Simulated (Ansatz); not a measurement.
Li3N:
```
Li3N
1.0
    3.63436     0.00000     0.00000
   -1.81718     3.14745     0.00000
    0.00000     0.00000     3.86478
Li N
3 1
Cartesian
  0.00000   0.00000   1.93239
  0.00000   2.09830   0.00000
  1.81718   1.04915   0.00000
  0.00000   0.00000   0.00000
```

Relaxed with PBE. Special points in fractions of this cell's reciprocal vectors: Γ (0.000, 0.000, 0.000); M (0.500, 0.000, 0.000); K (0.333, 0.333, 0.000); A (0.000, 0.000, 0.500); L (0.500, 0.000, 0.500); H (0.333, 0.333, 0.500).

Task: List the band energies nearest the valence-band maximum at these points for plane-wave PAW PBE (Ansatz code).

Result: In eV from the valence-band maximum; about four levels below and three above (degenerate sets whole), none deeper than 8.9 eV; points with the same levels are listed once.

| k | below | above |
|---|---|---|
| Γ | -1.55 -0.21 -0.21 | 1.06 7.31 7.31 |
| M | -2.32 -1.22 -0.76 | 4.48 4.67 7.03 |
| K | -1.96 -1.96 -0.65 | 5.25 5.25 7.26 |
| A | -2.71 0.00 0.00 | 3.97 6.71 8.12 8.12 |
| L | -1.41 -0.93 -0.69 | 1.17 5.94 7.88 |
| H | -1.29 -1.29 -0.39 | 2.42 2.42 9.23 |

Space group P6/mmm. Symmetry was held in the PBE relaxation. At this level the phase is dynamically unstable (imaginary phonons).

Potentials: the later of the program's two PAW sets.
